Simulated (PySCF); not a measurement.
## N,N-dimethylacetamide: 4 charge schemes on one density

Species: N,N-dimethylacetamide, C4H9NO.
Z-matrix (Å and degrees, PBE0-D3(BJ)/def2-SVP geometry), rows numbered from 1:
```
C 
C   1  1.5149
O   2  1.2170  1  120.74
N   2  1.3719  1  117.39  3   179.86
C   4  1.4372  2  125.27  1     0.94
C   4  1.4412  2  118.81  1   179.15
H   1  1.1005  2  112.06  3   120.36
H   1  1.0956  2  106.98  3     0.98
H   1  1.1007  2  111.92  3  -118.20
H   5  1.1044  4  110.69  2  -125.39
H   5  1.0948  4  111.48  2    -5.46
H   5  1.1055  4  111.35  2   115.22
H   6  1.0962  4  108.22  2     1.95
H   6  1.1043  4  111.03  2  -117.95
H   6  1.1038  4  110.87  2   121.92
```

Density: PBE0/pcSseg-1 (PySCF); schemes: Mulliken, IAO, Hirshfeld and ESP-fitted. One conformer (not necessarily the lowest) at the PBE0-D3(BJ)/def2-SVP geometry, without solvent, vibrations or thermal averaging.

**Question.** What partial charge does each atom carry?

**Answer.** In e; atoms taken as equivalent share a row and are averaged (×n: the atom named and its like, n in all):

```
       atom                       environment  Mulliken     IAO  Hirshfeld  ESP-fitted
         C1  methyl carbon next to a carbonyl    -0.313  -0.469     -0.123      -0.607
         C2             amide carbonyl carbon    +0.417  +0.422     +0.172      +0.655
         O3                      amide oxygen    -0.445  -0.507     -0.291      -0.570
         N4                    amide nitrogen    -0.677  -0.182     -0.047      -0.065
         C5                   N-methyl carbon    -0.064  -0.301     -0.059      -0.361
         C6                   N-methyl carbon    -0.083  -0.311     -0.068      -0.398
   H7/H8/H9                   methyl hydrogen    +0.144  +0.159     +0.050      +0.167
H10/H11/H12                   methyl hydrogen    +0.119  +0.142     +0.046      +0.134
H13/H14/H15                   methyl hydrogen    +0.125  +0.149     +0.042      +0.147
```

Mean size of the charges over all atoms: ESP-fitted 0.267 e, IAO 0.236 e, Mulliken 0.211 e, Hirshfeld 0.078 e. Each set sums to the total charge, 0, to within 0.001 e. The Hirshfeld scheme weights the molecular density at each point by an atom's share of the summed free-atom densities.

Some averages cover members that differ in this geometry: H13/H14/H15, IAO +0.133 to +0.181; H13/H14/H15, Mulliken +0.111 to +0.151 e.

Lowest charge. The schemes don't all agree: Mulliken N4 (-0.677); IAO O3 (-0.507); Hirshfeld O3 (-0.291); ESP-fitted C1 (-0.607).

Highest charge. All schemes agree: Mulliken C2 (+0.417); IAO C2 (+0.422); Hirshfeld C2 (+0.172); ESP-fitted C2 (+0.655).

**Question.** Sum the charges by element, for elements with more than one atom.

**Answer.** 
```
element  atoms  Mulliken     IAO  Hirshfeld  ESP-fitted
      C      4    -0.042  -0.659     -0.078      -0.711
      H      9    +1.164  +1.349     +0.416      +1.346
```

**Question.** How many electrons does the Mulliken scheme count on C6?

**Answer.** Z − q = 6 − (-0.083) = 6.083.
